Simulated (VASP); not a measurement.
Crystal: AgCl.

```
Ag Cl
1.0
     0.00000    2.77266    2.77266
     2.77266    0.00000    2.77266
     2.77266    2.77266    0.00000
Ag Cl
1 1
Direct
  0.00000 0.00000 0.00000
  0.50000 0.50000 0.50000
```

The cell is a database's computed one.

```yaml
Program: VASP 6.6.1
Task: relaxation of cell and atoms
Functional: PBEsol
Potentials_or_basis: VASP PAW PBE potentials, release 64 (Ag, Cl)
Cutoff: 580 eV
k_mesh: 8 × 8 × 8
Occupations: gaussian, width 0.02 eV
Spin: no spin polarisation
```

At the start: pressure -2.7 GPa; volume 21.32 Å³/atom.

Q: How do energy, volume and symmetry change on relaxing?

A: Over 3 steps the energy falls by 10.1 meV/atom and the volume is 20.18 Å³/atom (-5.3 %); space group Fm-3m (No. 225, to 0.05 Å).

Step by step:
```tsv
step	energy change (eV)	largest force (eV/Å)	pressure (GPa)	volume (Å³)
1	0.0000	0.0000	-2.70	42.63
2	-0.0202	0.0000	-0.13	40.46
3	-0.0202	0.0000	-0.01	40.37
```

Final structure:
```
Ag Cl
1.0
     0.00000    2.72270    2.72270
     2.72270    0.00000    2.72270
     2.72270    2.72270    0.00000
Ag Cl
1 1
Direct
  0.00000 0.00000 0.00000
  0.50000 0.50000 0.50000
```

Caveat: the PAW data sets were made with another functional, which shifts forces and pressure a little.
